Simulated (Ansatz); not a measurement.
# Computed against measured: atomisation enthalpy at 298 K

8 molecules with nitrogen; the atomisation enthalpy at 298 K in kJ/mol, computed less measured. Shapes, held fixed at every level: PBE0-D4/def2-TZVP. Flexible molecules stand in one conformer, not always the lowest. Thermal terms are harmonic and unscaled (PBE0-D4/def2-TZVP); the spin-orbit lowering of the free atoms is taken from their spectra. Programs: Ansatz 0.2.0. Measured values: Active Thermochemical Tables, CRC Handbook of Chemistry and Physics.

Levels: A = r2SCAN-D4/def2-TZVPP; B = B3LYP-D4/def2-TZVPP; C = CCSD/def2-TZVPP.

```tsv
molecule	from tabulated heats	A	B	C
C2H3N (isocyanomethane)	2397	-26	-1	-136
C3H2N2 (malononitrile)	3266	-14	+17	-200
CH5N (methylamine)	2300	-15	+14	-91
C3H4N2 (imidazole)	3835	+15	+26	-228
C3H5N (propanenitrile)	3661	-15	+3	-170
C4H4N2 (succinonitrile)	4475	-20	+7	-250
C4H9N (pyrrolidine)	5306	-5	+2	-215
C4H9NO (butyramide)	5833	+7	+6	-258
```

Sum up the errors.


| level | kind | mean error | mean absolute error | worst case |
| --- | --- | --- | --- | --- |
| r2SCAN-D4/def2-TZVPP | meta-GGA | -9.1 | 14.6 | C2H3N |
| B3LYP-D4/def2-TZVPP | global hybrid | +9.2 | 9.5 | C3H4N2 |
| CCSD/def2-TZVPP | coupled cluster or CI | -193.5 | 193.5 | C4H9NO |

On this set B3LYP-D4/def2-TZVPP has the smallest mean absolute error and CCSD/def2-TZVPP the largest. r2SCAN-D4/def2-TZVPP is too low in 6 of 8; B3LYP-D4/def2-TZVPP is too high in 7 of 8; CCSD/def2-TZVPP is too low in 8 of 8. Heats of the atoms come from ATcT where it has them. The tabulated value of C2H3N is in doubt (older tables, estimates, or at odds with other calculations) and kept here. Over the 7 molecules whose values aren't doubted the mean absolute errors are A 13.0; B 10.7; C 201.7. For CCSD/def2-TZVPP the error tends to grow with the atomisation enthalpy. Correlated wave functions converge slowly with the basis. CCSD also lacks the triples, which bind further. The set is small.
